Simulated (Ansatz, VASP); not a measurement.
This is a calculation of Se for VASP 6.6.1.

The input INCAR:

```
PREC = Accurate ; ENCUT = 520
EDIFF = 1E-7 ; ISMEAR = -1
SIGMA = 0.05 ; LREAL = False
LASPH = True ; NELM = 80
ALGO = Normal ; ISIF = 2
LWAVE = False ; LCHARG = False
GGA = PE ; NBANDS = 9
```

File KPOINTS:

```
regular mesh
0
Gamma
  9 9 9
```

POSCAR

```
Se
1.0
    2.8656860934      0.0000000000      0.0000000000
    0.0000000000      2.8656860934      0.0000000000
    0.0000000000      0.0000000000      2.8656860934
Se
1
Direct
    0.0000000000      0.0000000000      0.0000000000
```

Potentials or basis: VASP PAW PBE potentials, release 64 (Se).

Run with:

```bash
$ cat potpaw_PBE.64/Se/POTCAR > POTCAR
$ mpirun -np 1 vasp_std > vasp.out
```

Q: Translate it to Ansatz 0.2.0. Potentials there: Ansatz PAW.

A: As run (the cutoff follows the program's own potentials):

File input.yaml:

```yaml
crystal:
  lattice:
    - [2.8656860934, 0.0, 0.0]
    - [0.0, 2.8656860934, 0.0]
    - [0.0, 0.0, 2.8656860934]
  atoms:
    - { symbol: Se, position: [0.0, 0.0, 0.0] }
hamiltonian:
  xc: pbe
  pseudopotentials: { kind: paw }
kpoints:
  mp_grid: { grid: [9, 9, 9] }
scf:
  occupations: { method: fermi_dirac, width: 0.05 }
output:
  forces: true
  stress: true
  eigenvalues: true
```

Potentials or basis: Ansatz PAW.

Command:

```console
$ ansatz run input.yaml --threads 2 --pin off --max-ram 5120MiB --backend cpu --events-out ev --progress --plain --runs-dir out
```

Both were run:

|  | VASP | Ansatz | Ansatz less VASP |
| --- | --- | --- | --- |
| gap on the k mesh at the Fermi level (eV) | none | none | - |
| pressure (GPa) | -2.0 | -2.0 | -0.02 |

A gap of «none» marks a metal or a gap that the smearing closes. The functional is the same, so the differences come from potentials, cutoffs and numerics. The two sets of potentials don't hold the same shells in valence.
